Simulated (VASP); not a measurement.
Here is a VASP 6.6.1 calculation.

Contents of INCAR:

```
SYSTEM = BaO
PREC     = Accurate       ! precision mode
ENCUT    = 900            ! plane-wave cutoff, eV
EDIFF    = 1E-7           ! SCF threshold, eV
ISMEAR   = 0              ! smearing method
SIGMA    = 0.02           ! smearing width, eV
LREAL    = .False.        ! projectors in reciprocal space
LASPH    = .True.         ! aspherical terms in the spheres
NELM     = 80             ! most SCF steps
ALGO     = Normal         ! electronic algorithm
ISIF     = 2              ! what is computed and relaxed
LWAVE    = .False.        ! write WAVECAR
LCHARG   = .True.         ! write CHGCAR
GGA      = PS             ! functional
LELF     = .True.         ! ELF
LVHAR    = .True.       
NBANDS   = 15             ! bands
```

File KPOINTS:

```
Automatic mesh
0
Gamma
  8 8 8
  0 0 0
```

File POSCAR:

```
BaO
1.0
    0.0000000000      2.7658300000      2.7658300000
    2.7658300000      0.0000000000      2.7658300000
    2.7658300000      2.7658300000      0.0000000000
Ba O
1 1
Direct
    0.0000000000      0.0000000000      0.0000000000
    0.5000000000      0.5000000000      0.5000000000
```

Potentials or basis: VASP PAW PBE potentials, release 64 (Ba_sv, O_h).

The run is started by

```sh
$ cat potpaw_PBE.64/Ba_sv/POTCAR potpaw_PBE.64/O_h/POTCAR > POTCAR
$ mpirun -np 1 vasp_std > vasp.out
```

Question: What does it give for the band gap on the k mesh?

Answer: 1.86 eV, direct.

Question: Predict the pressure.

Answer: -0.1 GPa.

Caveat: the cutoff is under 1.25 times the usual one of these potentials, so pressure, stress and relaxed cells hold a basis-set (Pulay) error; the PAW data sets were made with another functional, which shifts forces and pressure a little; spin-orbit coupling is left out, which moves the levels of the heavy elements. A k mesh can miss the band edges.
